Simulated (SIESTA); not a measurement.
Ti under changes of volume

One of the cells (16.731 Å³/atom); the others are scaled copies at fixed shape and fractional positions:

```
Ti
1.0
     0.00000    2.03000    2.03000
     2.03000    0.00000    2.03000
     2.03000    2.03000    0.00000
Ti
1
Direct
  0.00000 0.00000 0.00000
```

This isn't the form of Ti at room conditions, which is hcp.

| Quantity | Value |
| --- | --- |
| Program | SIESTA 5.4.2 |
| Functional | PBEsol |
| Potentials or basis | PseudoDojo 0.4 standard (PBEsol files) |
| Basis | DZP (energy shift 0.003 Ry; two zetas on semicore shells) |
| Grid cutoff | 800 Ry |
| Energy shift | 0.003 Ry |
| k mesh | 11 × 11 × 11 |
| Occupations | fermi-dirac, width 0.05 eV |
| Spin | no spin polarisation |

```csv
volume (Å³/atom),energy over the lowest point (meV/atom),pressure (GPa)
15.727,21.93,7.8
16.062,?,?
16.396,2.07,2.4
16.731,0.00,0.0
17.065,3.03,-2.4
17.400,10.38,-4.3
17.735,21.57,-6.1
```

**Question.** What does the run at 16.062 Å³/atom give?

**Answer.** Energy over the lowest point 9.18 meV/atom; pressure 4.9 GPa.

Worked out: A Birch-Murnaghan fit of order 3 (a polynomial in V^(-2/3)) to the other rows has its minimum at 16.69 Å³/atom with B0 = V·E''(V) = 115 GPa and B' = 3.5. It gives 9.08 meV/atom at 16.062 Å³/atom, against the run's 9.18, and -dE/dV = 4.7 GPa, against 4.9.

Energies are extrapolated to zero smearing.

Caveats: the basis of atomic orbitals isn't converged, which shifts pressures, moduli and gaps.
